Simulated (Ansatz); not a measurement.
SnSe2:

```xyz
3
Lattice="3.8110 0.0000 0.0000 -1.9055 3.3004 0.0000 0.0000 0.0000 6.1360" Properties=species:S:1:pos:R:3 pbc="T T T"
Sn    0.0000    0.0000    0.0000
Se    1.9055    1.1001    4.6081
Se    0.0000    2.2003    1.5279
```

A run of Ansatz 0.2.0 on this cell left the log below. Logs are shortened: lines on timing, memory, paths and dates and some standing lists are left out, and cuts for length are marked.

```text
Warning: output.stress: scf.convergence.dr2_threshold = 1e-7 eV (the SCF's general default) is looser than the 3e-10 eV advised for a printed stress (1e-10 eV for each atom of the cell: 3). What an SCF threshold leaves in a stress goes as its square root, and in the free energy as the threshold itself, and one threshold admits the most on a small cell: of the crystals measured, under no hybrid functional and no lock of the moments, on runs that ended without the residual-converged pass, on stresses that held no estimate of that error, the worst erred by over 100 MPa in a component at 1e-7 eV an atom and by under 5 at 1e-10. Set scf.convergence.dr2_threshold to 3e-10 eV or tighter. The threshold is an SCF's pass mark: one that does not reach it within its budget of iterations ends unconverged, or closes short of it on a stop that the run arms, and scf.convergence.dr2_threshold's page says what that costs each kind of run
Warning: output.stress: scf.exx.energy_threshold = 1e-6 eV is looser than the 3e-8 eV advised for a stress under a hybrid functional (1e-8 eV for each atom of the cell: 3). Every SCF of the exchange loop can meet its threshold on dr2 while the loop round them stops early: no threshold on dr2 bounds what that leaves in the stress. Set scf.exx.energy_threshold to 3e-8 eV or tighter. The threshold is the loop's pass mark: a loop that does not reach it within its budget of cycles ends unconverged, and scf.exx.energy_threshold's page has the law
Warning: RAYON_NUM_THREADS=2 ignored (pool sized by the plan → 2); use --threads N
scf.n_extra_bands = 7 over 23 filled bands (N_el = 46.0): the run solves 30 bands
Engine: ansatz 0.2.0, x86_64-unknown-linux-gnu
Pseudopotentials: kind: paw
Pseudopotential: Sn, paw, valence charge 14, recommended cutoff 420 eV (normal), Sn.paw.azcp
Pseudopotential: Se, paw, valence charge 16, recommended cutoff 420 eV (normal), Se.paw.azcp
Functional definition: HF
  exchange = exact_x
  correlation = 0
Crystal: 3 atoms, lattice volume = 77.178 Å³
Basis set: ecut = 420 eV, 1485 PW (Γ)
Bands: 30, of which v1, the nominal top of the filled ones, is band 23 counted from 1 (22 counted from 0)
Symmetry: 12 space group operations
Space group: P-3m1 (ITA 164), of the structure as read, at distance tolerance 4.3e-5 Å
k-points: 9 of 48
Non-local potential: Sn, projectors of the file, l = 0: 2, l = 1: 2, l = 2: 2, l = 3: 2
Non-local potential: Se, projectors of the file, l = 0: 2, l = 1: 2, l = 2: 3, l = 3: 1
[... 74 lines left out ...]
Harris-Foulkes:  -16824.838642 eV  (|F-HF|=5.82e-11)
Internal energy: -16824.838642 eV  (E = F + TS)
E sigma→0 (E₀):  -16824.838642 eV
Fermi energy:    9.176917 eV
--- Per-component energies (eV) ---
  E_band       = -1367.988629
  E_kinetic    = 419.938839
  E_local      = -6074.788318  (includes V_loc(G=0)·N_el)
  E_nonlocal   = -1241.286048
  E_hartree    = 3128.218296
  E_xc         = 0.000000
  E_vxc        = 0.000000  (∫ρ·V_xc dr)
  E_exx        = -773.038204  (= α·E_x^exact, valence–valence)
  E_paw        = -7637.222113  (= ΣΔE_a)
  E_vpaw       = 817.788091  (= ΣTr[D̂ρ^β])
  E_aug_tail   = -0.001267  (compensation charges beyond the density's cutoff)
  E_ewald      = -4640.194622
  E_core_change = -6.465205  (= ΣΔE_core)
  E_smearing   = -0.000000  (= −TS)
  E_closure    = 0.000000  (closes the sum)
  Σ components = -16824.838642   (vs F -16824.838642, Δ=3.64e-12)
--- Forces (eV/Å), atoms counted from 1 ---
  atom   1  Sn     0.00000000     0.00000000     0.00000000
  atom   2  Se     0.00000000    -0.00000000     0.23717865
  atom   3  Se    -0.00000000     0.00000000    -0.23717865
  max |Σ_I F_I| component: 4.63e-18 eV/Å
--- Stress (GPa, compression-positive) ---
        5.113405       0.000000      -0.000000
        0.000000       5.113405       0.000000
       -0.000000       0.000000       3.869178
  P = ⅓ Tr σ = 4.6987 GPa (46.987 kbar)
--- Band table (eV; the first three rows and the last of 9) ---
  k-point 0: bands = ["-55.6124", "-55.6124", "-55.6123", "-55.6123", "-55.5751", "-55.5751", "-55.5750", "-55.5750", "-55.5537", "-55.5533", "-23.7609", "-23.7609", "-23.5893", "-23.5789", "-23.5789", "-13.4741", "-10.9561", "-2.1571", "4.7676", "4.7676", "5.3365", "5.3365", "5.5969", "13.5049", "15.4489", "17.5021", "17.5021", "21.1549", "22.0703", "22.0703"]
  k-point 1: bands = ["-55.6124", "-55.6124", "-55.6123", "-55.6123", "-55.5752", "-55.5752", "-55.5749", "-55.5749", "-55.5538", "-55.5533", "-23.7610", "-23.7610", "-23.5892", "-23.5789", "-23.5789", "-13.2938", "-11.3319", "-1.0049", "3.5713", "4.6701", "4.6701", "5.4813", "5.4813", "14.6683", "15.4968", "17.1830", "17.1830", "21.4544", "21.4903", "21.4903"]
  k-point 2: bands = ["-55.6125", "-55.6123", "-55.6122", "-55.6121", "-55.5751", "-55.5750", "-55.5749", "-55.5748", "-55.5539", "-55.5535", "-23.8011", "-23.7510", "-23.5899", "-23.5701", "-23.5675", "-12.6306", "-10.4752", "-2.0417", "0.8743", "2.7807", "3.0703", "5.3689", "5.6702", "14.2757", "16.7204", "18.5072", "18.6777", "19.6312", "21.1644", "22.8810"]
  k-point 8: bands = ["-55.6123", "-55.6122", "-55.6121", "-55.6120", "-55.5751", "-55.5750", "-55.5748", "-55.5745", "-55.5539", "-55.5538", "-23.8167", "-23.7686", "-23.5838", "-23.5694", "-23.5517", "-11.1530", "-10.2905", "-3.3249", "-0.1320", "0.9305", "1.9635", "4.2466", "5.2691", "14.5381", "17.2688", "18.8395", "19.6656", "20.0668", "20.6358", "22.6337"]
```

Task: What input gives this log?

Result: Band structure with HF, no spin polarisation. The files as run (others can give the same):

input.yaml
```yaml
crystal:
  lattice:
    - [3.811, 0.0, 0.0]
    - [-1.9055, 3.3004228138, 0.0]
    - [0.0, 0.0, 6.136]
  atoms:
    - { symbol: Sn, position: [0.0, 0.0, 0.0] }
    - { symbol: Se, position: [0.6666666667, 0.3333333333, 0.751] }
    - { symbol: Se, position: [0.3333333333, 0.6666666667, 0.249] }
hamiltonian:
  xc: hf
  pseudopotentials: { kind: paw }
kpoints:
  mp_grid: { grid: [4, 4, 3] }
  band_path:
    path:
      - [[0.0, 0.0, 0.0], [0.5, 0.0, 0.0], [0.3333333333, 0.3333333333, 0.0], [0.0, 0.0, 0.0], [0.0, 0.0, 0.5], [0.5, 0.0, 0.5], [0.3333333333, 0.3333333333, 0.5], [0.0, 0.0, 0.5]]
      - [[0.5, 0.0, 0.5], [0.5, 0.0, 0.0]]
      - [[0.3333333333, 0.3333333333, 0.0], [0.3333333333, 0.3333333333, 0.5]]
    npoints: 4
scf:
  occupations: { method: fermi_dirac, width: 0.05 }
  n_extra_bands: 7
output:
  forces: true
  stress: true
  eigenvalues: true
  fatbands: false
```

Potentials or basis: Ansatz PAW.
The run is started by
```console
$ ansatz run input.yaml --threads 2 --pin off --max-ram 5632MiB --backend cpu --events-out ev --progress --plain --runs-dir out
```

Caveat: the k mesh is coarse (spacing up to 0.48 Å⁻¹), so the values aren't converged, least of all with exact exchange; spin-orbit coupling is left out, which moves the levels of the heavy elements; the PAW data sets come from PBE, with cores solved anew for the run's functional, which leaves a small shift of forces and pressure; the thresholds are loose for stress.
